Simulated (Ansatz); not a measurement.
# Equation of state of N

Space group Fm-3m (No. 225). a = 3.121 Å, b = 3.121 Å, c = 3.121 Å, α = 90.00°, β = 90.00°, γ = 90.00°
```csv
atom,site,symmetry,x,y,z
N,4a,m-3m,0.0000,0.0000,0.0000
```

The runs use the primitive cell with vectors (0.000, 1.560, 1.560), (1.560, 0.000, 1.560), (1.560, 1.560, 0.000) Å, to which the k mesh refers.

The structure comes from a relaxation in the same program, started in the fcc type, and has space group Fm-3m. Whether it is a known phase or the ground state wasn't checked.

All numbers are computed: DFT, PBE, all-electron LAPW, scalar-relativistic (Ansatz 0.2.0); DFT, PBE, PAW with Ansatz's default frozen-core files, scalar-relativistic (Ansatz 0.2.0).

For LAPW: a Γ-centred 20×20×20 k mesh, Fermi–Dirac smearing of 0.05 eV, basis error target 0.5 meV/atom, no spin polarisation. PAW takes a cutoff of 420 eV at this cell. The Ansatz runs share mesh, smearing and spin set-up. Plane-wave (PAW) pressures include the program's estimate of the Pulay term.

The cell above is scaled evenly, with fractional coordinates and shape held.

(1) Estimate the equilibrium volume and bulk modulus that LAPW (all electrons) gives for this fixed shape.

Results:

(1) V0 = 7.60 Å³/atom, B0 = 175 GPa, B0′ = 3.7, from a third-order Birch–Murnaghan fit to these pressures:
```tsv
V/V(cell)	V (Å³/atom)	P, LAPW (GPa)	P, PAW (GPa)
0.9500	7.220	9.94	9.91
0.9750	7.410	4.72	4.67
1.0000	7.600	0.05	0.00
1.0250	7.790	-4.10	-4.12
1.0500	7.980	-7.77	-7.75
```
